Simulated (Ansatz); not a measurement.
Sr in Ansatz: the effect of functional

Crystal: Sr.

```xyz
1
Lattice="0.0000 3.0012 3.0012 3.0012 0.0000 3.0012 3.0012 3.0012 0.0000" Properties=species:S:1:pos:R:3 pbc="T T T"
Sr    0.0000    0.0000    0.0000
```

The cell isn't the ideal one: volume scaled by 0.96.

Alike in all runs:

| Quantity | Value |
| --- | --- |
| Program | Ansatz 0.2.0 |
| Task | single point |
| Potentials or basis | Ansatz PAW |
| k mesh | 8 × 8 × 8 |
| Occupations | fermi-dirac, width 0.05 eV |
| Spin | no spin polarisation |

```csv
functional,cutoff,pressure (GPa)
LDA,420 eV (not typed: the program's choice for these potentials),-1.3
PBEsol,420 eV (not typed: the program's choice for these potentials),?
r2SCAN,500 eV (not typed: the program's choice for these potentials),0.6
```

Problem. What does the run with functional PBEsol give?

Solution. Pressure -0.5 GPa.

Caveats: the PAW data sets come from PBE, with cores solved anew for the run's functional, which leaves a small shift of forces and pressure.
